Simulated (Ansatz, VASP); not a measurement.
# HfSiO4 (Hafnon): VASP beside Ansatz

One calculation is typed for both programs; each brings its own data sets. How far apart do they land? The structure shown comes from an earlier Ansatz run, which isn't shown and may have moved the atoms alone.

Main program and level: Ansatz 0.2.0; plane waves, with VASP 6.6.1 beside it; elastic constants at LDA.

## Step 1: Set-up

The structure is tetragonal, space group I4_1/amd (No. 141). Conventional cell: a = 6.580 Å, b = 6.580 Å, c = 5.958 Å, α = 90.00°, β = 90.00°, γ = 90.00°. Nearest to Hf lie 8 O at 2.13 to 2.24 Å. Si has 4 O at 1.62 Å nearest. Nearest to O lie 1 Si at 1.62 Å and 2 Hf at 2.13 to 2.24 Å. Farther neighbours and most contacts between anions are not listed.

## Step 2: Ansatz: elastic constants, LDA

Ansatz runs on its default PAW (the set named soft_2) files.

Elastic constants are differences of stresses under small strains, so they test the stress and the mesh.

Input file input.yaml:

```yaml
crystal:
  lattice:
    - [-3.2898194407, 3.2898194407, 2.9788958274]
    - [3.2898194407, -3.2898194407, 2.9788958274]
    - [3.2898194407, 3.2898194407, -2.9788958274]
  atoms:
    - { symbol: Hf, position: [0.75, 0.25, 0.5] }
    - { symbol: Hf, position: [0.0, 0.0, 0.0] }
    - { symbol: Si, position: [0.25, 0.75, 0.5] }
    - { symbol: Si, position: [0.5, 0.5, 0.0] }
    - { symbol: O, position: [0.135398212, 0.3174376373, 0.8179605748] }
    - { symbol: O, position: [0.0674376373, 0.7494770625, 0.6820394252] }
    - { symbol: O, position: [0.4994770625, 0.3174376373, 0.1820394252] }
    - { symbol: O, position: [0.0674376373, 0.385398212, 0.3179605748] }
    - { symbol: O, position: [0.614601788, 0.9325623627, 0.6820394252] }
    - { symbol: O, position: [0.6825623627, 0.864601788, 0.1820394252] }
    - { symbol: O, position: [0.2505229375, 0.9325623627, 0.3179605748] }
    - { symbol: O, position: [0.6825623627, 0.5005229375, 0.8179605748] }
kpoints:
  mp_grid: { grid: [1, 1, 1] }
hamiltonian:
  xc: lda
scf:
  occupations: { method: gaussian, width: 0.02 }
output:
  forces: true
  stress: true
  eigenvalues: true
elastic:
  mode: relaxed_ion
  stencil: two_point
```

On the command line:

```console
$ ansatz run input.yaml --threads 8 --pin off --max-ram 16384MiB --backend cpu --events-out ev --progress --plain --runs-dir out
```

Numbers of over 12 decimals in the logs are rounded to 6 here.

The program printed:

```text
Engine: ansatz 0.2.0, x86_64-unknown-linux-gnu
Pseudopotentials: kind: paw
Pseudopotential: Hf, paw, valence charge 26, recommended cutoff 420 eV (normal), Hf.paw.azcp
Pseudopotential: Si, paw, valence charge 4, recommended cutoff 420 eV (normal), Si.paw.azcp
Pseudopotential: O, paw, valence charge 6, recommended cutoff 420 eV (normal), O.paw.azcp
Functional definition: SPW92
  exchange = slater_x
  correlation = pw_c
Crystal: 12 atoms, lattice volume = 128.961 Å³
Basis set: ecut = 420 eV, 2529 PW (Γ)
Bands: 66, of which v1, the nominal top of the filled ones, is band 54 counted from 1 (53 counted from 0)
Symmetry: 16 space group operations
Space group: I41/amd (ITA 141), of the structure as read, at distance tolerance 5.1e-5 Å
k-points: 1
Non-local potential: Hf, projectors of the file, l = 0: 3, l = 1: 2, l = 2: 2, l = 3: 3
Non-local potential: Si, projectors of the file, l = 0: 2, l = 1: 2, l = 2: 2
Non-local potential: O, projectors of the file, l = 0: 2, l = 1: 2, l = 2: 1
PAW form: soft (Blöchl's): semilocal exchange-correlation on the pseudo side does not see the compensation charge
PAW frozen core: Hf, regenerated for the run's functional, and the local potential with it (the file was generated under x = pbe(κ = 0.804, μ = 0.219515), c = pbe(β = 0.066725))
PAW frozen core: Si, regenerated for the run's functional, and the local potential with it (the file was generated under x = pbe(κ = 0.804, μ = 0.219515), c = pbe(β = 0.066725))
PAW frozen core: O, regenerated for the run's functional, and the local potential with it (the file was generated under x = pbe(κ = 0.804, μ = 0.219515), c = pbe(β = 0.066725))
PAW one-centre angular grid: Hf, 590 points (default); XC on 64 Gauss nodes
PAW one-centre angular grid: Si, 110 points (default); XC on 64 Gauss nodes
PAW one-centre angular grid: O, 110 points (default); XC on 64 Gauss nodes
Initial density: superposition of atomic densities (neutral atoms: chi_scale 0, normalization atom), corrected by the library's trained network
Initial wavefunctions: pseudopotential atomic-orbital guess
Functional: x = slater, c = lda
SCF iter   1: F=—  HF=-36628.555339 eV  |F-HF|=—  |Δ(HF+E_count)|=         —  Δρ=5.81e-3  dr2=2.38e-2  ethr=1.77e-3  ⟨swp⟩=6.0  Hψ=257  notcnv=0
preconditioner: auto → Resta (q_TF=auto, 2.649 Å⁻¹)  ε∞=4.8  [insulator: Δε(μ)=5.303 eV  Ē_g=17.134 eV  σ=0.020 eV  W_gap=1.00  n_scr=42 (ndim 8)  ℏωp=33.3 eV  f_vac=0.046  D(μ)=0.00/eV (n_scr^D=0)  ε∞_Penn≈4.8]
SCF iter   2: F=—  HF=-36628.549731 eV  |F-HF|=—  |Δ(HF+E_count)|=   5.61e-3  Δρ=3.30e-3  dr2=8.47e-3  ethr=2.21e-5  ⟨swp⟩=2.0  Hψ=127  notcnv=0  defer=7
SCF iter   3: F=—  HF=-36628.547441 eV  |F-HF|=—  |Δ(HF+E_count)|=   2.29e-3  Δρ=5.39e-4  dr2=3.64e-4  ethr=7.84e-6  ⟨swp⟩=3.0  Hψ=118  notcnv=0  defer=7
SCF iter   4: F=—  HF=-36628.547298 eV  |F-HF|=—  |Δ(HF+E_count)|=   1.43e-4  Δρ=2.50e-4  dr2=1.12e-4  ethr=3.37e-7  ⟨swp⟩=2.0  Hψ=113  notcnv=0  defer=7
SCF iter   5: F=—  HF=-36628.547266 eV  |F-HF|=—  |Δ(HF+E_count)|=   3.21e-5  Δρ=8.98e-5  dr2=1.41e-5  ethr=1.04e-7  ⟨swp⟩=2.0  Hψ=97  notcnv=0  defer=7
SCF iter   6: F=—  HF=-36628.547260 eV  |F-HF|=—  |Δ(HF+E_count)|=   5.54e-6  Δρ=3.88e-5  dr2=3.20e-6  ethr=1.31e-8  ⟨swp⟩=2.0  Hψ=99  notcnv=0  defer=7
SCF iter   7: F=—  HF=-36628.547257 eV  |F-HF|=—  |Δ(HF+E_count)|=   3.53e-6  Δρ=2.10e-5  dr2=7.25e-7  ethr=2.97e-9  ⟨swp⟩=2.0  Hψ=83  notcnv=0  defer=7
SCF iter   8: F=—  HF=-36628.547257 eV  |F-HF|=—  |Δ(HF+E_count)|=   9.06e-8  Δρ=2.91e-6  dr2=1.26e-8  ethr=6.71e-10  ⟨swp⟩=2.0  Hψ=105  notcnv=0  defer=7
SCF iter   9: F=—  HF=-36628.547257 eV  |F-HF|=—  |Δ(HF+E_count)|=  8.73e-11  Δρ=6.72e-7  dr2=5.75e-10  ethr=1.17e-11  ⟨swp⟩=2.0  Hψ=112  notcnv=0  defer=7
SCF iter  10: F=—  HF=-36628.547257 eV  |F-HF|=—  |Δ(HF+E_count)|=  8.73e-11  Δρ=8.08e-8  dr2=6.63e-12  ethr=5.32e-13 (applied; sched 1.00e-12)  ⟨swp⟩=2.0  Hψ=113  notcnv=0  defer=7
SCF iter  11: F=—  HF=-36628.547257 eV  |F-HF|=—  |Δ(HF+E_count)|=  7.28e-12  Δρ=2.41e-8  dr2=7.67e-13  ethr=6.14e-15 (applied; sched 1.00e-12)  ⟨swp⟩=2.0  Hψ=107  notcnv=0  defer=7
SCF iter  12: F=—  HF=-36628.547257 eV  |F-HF|=—  |Δ(HF+E_count)|=    0.00e0  Δρ=6.55e-9  dr2=4.39e-14  ethr=1.00e-12  ⟨swp⟩=9.0  Hψ=278  notcnv=0
SCF iter  13: F=-36628.547257 eV  HF=-36628.547257 eV  |F-HF|=1.46e-11  |Δ(HF+E_count)|=  7.28e-12  Δρ=1.40e-9  dr2=2.07e-15  ethr=1.00e-12  ⟨swp⟩=3.0  Hψ=178  notcnv=0
SCF 1 converged in 13 iterations: F = -36628.547257 eV  dr2 = 2.07e-15
  greatest PAW one-centre occupation: 0.999 electrons in one spin orbital (limit 2), on the Hf atom at site 1 (counted from 0), in its partial waves of l = 3
relax step   1: F+E_penalty+E_count = -36628.54725657 eV  Δ(F+E_penalty+E_count) = +0.000e0 eV  max|allowed force component| = 4.291e-4 eV/Å  Δτ_max = 0.0000 Å  (13 SCF iters, accepted)
[...]
relax step   4: F+E_penalty+E_count = -36628.54481083 eV  Δ(F+E_penalty+E_count) = -3.158e-9 eV  max|allowed force component| = 5.515e-5 eV/Å  Δτ_max = 0.0000 Å  (6 SCF iters, accepted)
[...]
relax step   5: F+E_penalty+E_count = -36628.54481083 eV  Δ(F+E_penalty+E_count) = -2.983e-10 eV  max|allowed force component| = 3.754e-6 eV/Å  Δτ_max = 0.0000 Å  (5 SCF iters, accepted)
[...]
SCF 51 converged in 2 iterations: F = -36628.544811 eV  dr2 = 1.19e-14
SCF converged after 10 iterations
Free energy (F): -36628.547257 eV
Harris-Foulkes:  -36628.547257 eV  (|F-HF|=0.00e0)
Internal energy: -36628.547257 eV  (E = F + TS)
E sigma→0 (E₀):  -36628.547257 eV
Fermi energy:    12.553562 eV
--- Per-component energies (eV) ---
  E_band       = -234.542707
  E_kinetic    = 2346.602185
  E_local      = -16006.158987  (includes V_loc(G=0)·N_el)
  E_nonlocal   = -2009.720461
  E_hartree    = 7140.015956
  E_xc         = -1285.810388
  E_vxc        = -1375.114447  (∫ρ·V_xc dr)
  E_paw        = -15525.758682  (= ΣΔE_a)
  E_vpaw       = 2529.796273  (= ΣTr[D̂ρ^β])
  E_aug_tail   = 0.020819  (compensation charges beyond the density's cutoff)
  E_ewald      = -11293.596217
  E_core_change = 5.858519  (= ΣΔE_core)
  E_smearing   = -0.000000  (= −TS)
  E_closure    = 0.000000  (closes the sum)
  Σ components = -36628.547257   (vs F -36628.547257, Δ=0.00e0)
--- Forces (eV/Å), atoms counted from 1 ---
  atom   1  Hf     0.00000000     0.00000000     0.00000000
  atom   2  Hf     0.00000000     0.00000000     0.00000000
  atom   3  Si     0.00000000     0.00000000     0.00000000
  atom   4  Si     0.00000000     0.00000000     0.00000000
  atom   5  O     -0.00000000    -0.00003618     0.00000730
  atom   6  O      0.00003618    -0.00000000     0.00000730
  atom   7  O     -0.00000000     0.00003618     0.00000730
  atom   8  O     -0.00003618    -0.00000000     0.00000730
  atom   9  O     -0.00000000     0.00003618    -0.00000730
  atom  10  O      0.00003618    -0.00000000    -0.00000730
  atom  11  O     -0.00000000    -0.00003618    -0.00000730
  atom  12  O     -0.00003618    -0.00000000    -0.00000730
  max |Σ_I F_I| component: 1.36e-20 eV/Å
--- Stress (GPa, compression-positive) ---
        0.016059       0.000000       0.000000
        0.000000       0.016059       0.000000
        0.000000       0.000000       0.014576
  P = ⅓ Tr σ = 0.0156 GPa (0.156 kbar)
--- Band table (eV) ---
  k-point 0: bands = [... 50 lower, 9.3649, 9.3649, 9.3920, 9.9260, 15.1812, 15.5753, 15.8003, 15.8003, ... 8 higher]
--- Elastic constants: 4 strain directions × 2 members + reference (group order 16) ---
  dense FFT box of the reference and of every strained cell: 40×40×40
  strains applied: 11, 33, 23, 12; error gains: componentwise 1.00 (the most a stress slope's error grows in a printed constant), spectral 1.41 (1 for all six strains in a standard setting)
  reference relaxed by the batch: 3 steps; max|allowed force component| 4.29e-4 eV/Å at the deck's positions, 3.62e-5 at the last accepted step, 3.62e-5 by the solve of record
  largest displacement 1.6e-5 Å; the constants are those of the deck's cell at these positions:
  atoms:
    - { symbol: Hf, position: [0.750000, 0.25, 0.5] }
    - { symbol: Hf, position: [0, 0, 0] }
    - { symbol: Si, position: [0.25, 0.750000, 0.5] }
    - { symbol: Si, position: [0.500000, 0.500000, 0] }
    - { symbol: O, position: [0.135401, 0.317440, 0.817961] }
    - { symbol: O, position: [0.067440, 0.749480, 0.682039] }
    - { symbol: O, position: [0.499480, 0.317440, 0.182039] }
    - { symbol: O, position: [0.067440, 0.385401, 0.317961] }
    - { symbol: O, position: [0.614599, 0.932560, 0.682039] }
    - { symbol: O, position: [0.682560, 0.864599, 0.182039] }
    - { symbol: O, position: [0.250520, 0.932560, 0.317961] }
    - { symbol: O, position: [0.682560, 0.500520, 0.817961] }
  C = ∂σ_k/∂η_j (tension-positive GPa; Voigt order 11 22 33 23 13 12):
       366.731     90.293    186.047      0.000      0.000      0.000
        90.293    366.731    186.047      0.000      0.000      0.000
       184.175    184.175    489.007      0.000      0.000      0.000
         0.000      0.000      0.000     91.429      0.000      0.000
         0.000      0.000      0.000      0.000     91.429     -0.000
         0.000      0.000      0.000      0.000      0.000     39.992
  reference stress σ⁰ (GPa):     -0.016     -0.016     -0.015     -0.000     -0.000     -0.000
  C* (energy form; C + prestress term) asymmetry max|C*_kj − C*_jk| = 1.871e0 GPa — a small one proves nothing (zero by symmetry where the batch's group is 432, −43m or m−3m); a large one is finite-difference/SCF noise where every solve meets its electron count
  moduli (Voigt/Reuss/Hill, GPa): K = 238.17/223.09/230.63   G = 95.37/78.94/87.16   E = 232.21   ν = 0.332
  mechanically stable: yes (min eigenvalue of sym C = 39.99 GPa)
  the stresses are not corrected for the forces that the relaxations left standing (`elastic.f_tol`)
  strain η (Voigt 11):  stress-route row diagonal C_11 = 366.73 GPa, energy-path curvature d²(F+E_count+ΔE)/dδ²/Ω₀ = 398.41 GPa
         δ    σ_11 (GPa)             F (eV)   n_scf  n_hpsi   n_pw
    -2.000e-3      -0.7594      -36628.5411321       2     532   2505   relax 6 steps, max|allowed force component| 1.35e-5 eV/Å
     2.000e-3       0.7076      -36628.5451706       2     533   2529   relax 6 steps, max|allowed force component| 1.87e-6 eV/Å
  strain η (Voigt 33):  stress-route row diagonal C_33 = 489.01 GPa, energy-path curvature d²(F+E_count+ΔE)/dδ²/Ω₀ = 533.17 GPa
         δ    σ_33 (GPa)             F (eV)   n_scf  n_hpsi   n_pw
    -2.000e-3      -1.0021      -36628.5387406       2     530   2497   relax 3 steps, max|allowed force component| 3.80e-5 eV/Å
     2.000e-3       0.9540      -36628.5448451       2     521   2529   relax 3 steps, max|allowed force component| 1.08e-6 eV/Å
  strain η (Voigt 23):  stress-route row diagonal C_44 = 91.43 GPa, energy-path curvature d²(F+E_count+ΔE)/dδ²/Ω₀ = 136.64 GPa
         δ    σ_23 (GPa)             F (eV)   n_scf  n_hpsi   n_pw
    -2.000e-3      -0.1829      -36628.5424483       2     531   2513   relax 7 steps, max|allowed force component| 8.05e-6 eV/Å
     2.000e-3       0.1828      -36628.5424483       2     534   2513   relax 6 steps, max|allowed force component| 3.75e-5 eV/Å
  strain η (Voigt 12):  stress-route row diagonal C_66 = 39.99 GPa, energy-path curvature d²(F+E_count+ΔE)/dδ²/Ω₀ = 66.45 GPa
         δ    σ_12 (GPa)             F (eV)   n_scf  n_hpsi   n_pw
    -2.000e-3      -0.0800      -36628.5448108       2     552   2521   relax 3 steps, max|allowed force component| 4.68e-5 eV/Å
     2.000e-3       0.0800      -36628.5448108       2     503   2521   relax 5 steps, max|allowed force component| 3.75e-6 eV/Å
```

[end of part 1 of 3]

[Lines on the potential files, build, host, timing and source positions are cut from VASP's logs without a mark.]

[Logs are printed without paths, hosts, clocks, repeated set-up lines and the standing remarks that a program may print on its own settings, such as how far it seeks lower states.]

[Hosts, paths, dates, database ids (printed as entryN), source tags and the programs' standing remarks are cut or masked in the printed files.]
